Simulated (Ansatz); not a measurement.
KI:

```
I K
1.0
     0.00000    3.53277    3.53277
     3.53277    0.00000    3.53277
     3.53277    3.53277    0.00000
I K
1 1
Direct
  0.50000 0.50000 0.50000
  0.00000 0.00000 0.00000
```

Base run:

| Quantity | Value |
| --- | --- |
| Program | Ansatz 0.2.0 |
| Functional | r2SCAN |
| Potentials or basis | Ansatz PAW |
| Cutoff | 500 eV |
| Density cutoff | 2000 eV |
| k mesh | 4 × 4 × 4 |
| Occupations | fermi-dirac, width 0.05 eV |
| Spin | no spin polarisation |

Its results: band gap on the k mesh 4.61 eV, direct; pressure 0.2 GPa.

Problem. The run is repeated on the same cell with these changes: functional from r2SCAN to PBEsol; cutoff from 500 eV to 420 eV; density cutoff from 2000 eV to 1680 eV. What comes out?

Solution. Band gap on the k mesh 3.82 eV, direct; pressure -0.3 GPa.

r2SCAN gives the wider gap, since meta-GGAs in the generalised Kohn-Sham scheme recover part of the derivative discontinuity.

Caveats: spin-orbit coupling is left out, which moves the levels of the heavy elements; the PAW data sets come from PBE, with cores solved anew for the run's functional, which leaves a small shift of forces and pressure; the density of states is complete only up to the lowest level of the last band computed.

A k mesh can miss the band edges.

Not every run made on this cell is shown here.
